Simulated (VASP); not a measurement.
Here is a VASP 6.6.1 calculation.

Contents of INCAR:

```
PREC     = Accurate       # precision mode
ENCUT    = 520            # plane-wave cutoff, eV
EDIFF    = 1E-7           # SCF threshold, eV
ISMEAR   = 0              # smearing method
SIGMA    = 0.02           # smearing width, eV
LREAL    = F              # projectors in reciprocal space
LASPH    = T              # aspherical terms in the spheres
NELM     = 100            # most SCF steps
ALGO     = Fast           # electronic algorithm
ISIF     = 2              # what is computed and relaxed
LWAVE    = F              # write WAVECAR
LCHARG   = T              # write CHGCAR
GGA      = PS             # functional
LELF     = T              # ELF
LVHAR    = T            
NBANDS   = 28             # bands
```

KPOINTS

```
regular mesh
0
Gamma
  10 10 10
```

POSCAR

```
BaTiO3
1.0
    3.9832200000      0.0000000000      0.0000000000
    0.0000000000      3.9832200000      0.0000000000
    0.0000000000      0.0000000000      3.9832200000
Ba Ti O
1 1 3
Direct
    0.0000000000      0.0000000000      0.0000000000
    0.5000000000      0.5000000000      0.5000000000
    0.5000000000      0.5000000000      0.0000000000
    0.0000000000      0.5000000000      0.5000000000
    0.5000000000      0.0000000000      0.5000000000
```

Potentials or basis: VASP PAW PBE potentials, release 64 (Ba_sv, Ti_sv, O).

The run is started by

```bash
$ cat potpaw_PBE.64/Ba_sv/POTCAR potpaw_PBE.64/Ti_sv/POTCAR potpaw_PBE.64/O/POTCAR > POTCAR
$ mpirun -np 1 vasp_std > vasp.out
```

What does it give for the pressure?

0.1 GPa.

Estimate the band gap on the k mesh.

1.73 eV, indirect (least direct gap 1.86 eV).

Caveat: the PAW data sets were made with another functional, which shifts forces and pressure a little; spin-orbit coupling is left out, which moves the levels of the heavy elements. A k mesh can miss the band edges.
